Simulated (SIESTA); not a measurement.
Crystal: Fe.

```xyz
1
Lattice="-1.4606 1.4291 1.4895 1.4107 -1.3949 1.4053 1.4955 1.4298 -1.4552" Properties=species:S:1:pos:R:3 pbc="T T T"
Fe    0.0000    0.0000    0.0000
```

The cell isn't the ideal one: cell strained at random at fixed volume.

```yaml
Program: SIESTA 5.4.2
Task: relaxation of cell and atoms
Functional: revPBE
Potentials_or_basis: PseudoDojo 0.5 standard (PBE files)
Basis: TZP (energy shift 0.01 Ry)
Grid_cutoff: 800 Ry
Energy_shift: 0.01 Ry
k_mesh: 13 × 13 × 13
Occupations: fermi-dirac, width 0.05 eV
Spin: collinear spin, zero start
Starting_moments: "[0.0] μB"
Hubbard_terms: Fe d U = 7 eV
```

At the start: pressure 18.7 GPa; volume 12.02 Å³/atom.

**Question.** Where does the relaxation end?

**Answer.** Over 9 steps the energy falls by 102.9 meV/atom and the volume is 13.69 Å³/atom (+13.9 %); space group Im-3m (No. 229, to 0.05 Å); moment 0.00 μB per cell.

Step by step:
```
step  energy change (eV)  largest force (eV/Å)  pressure (GPa)  volume (Å³)
   1              0.0000                0.0000           18.74        12.02
   2             -0.0463                0.0000           13.15        12.42
   3             -0.0896                0.0000            5.36        13.09
   4             -0.1022                0.0000           -0.58        13.78
   5             -0.1023                0.0000           -0.19        13.73
   6             -0.0909                0.0000            1.68        13.53
   7             -0.1029                0.0000           -0.04        13.70
   8             -0.1028                0.0000            0.31        13.66
   9             -0.1029                0.0000            0.04        13.69
```

Final structure:
```xyz
1
Lattice="-1.5068 1.5070 1.5063 1.5072 -1.5073 1.5070 1.5065 1.5070 -1.5066" Properties=species:S:1:pos:R:3 pbc="T T T"
Fe    0.0000    0.0000    0.0000
```

Caveat: semicore shells carry a single zeta, which can move pressures by several GPa and volumes by a few percent; the potentials were made for another functional, which shifts forces and pressure; the basis of atomic orbitals isn't converged, which shifts pressures, moduli and gaps; the U is typed as a test and isn't derived for this compound.
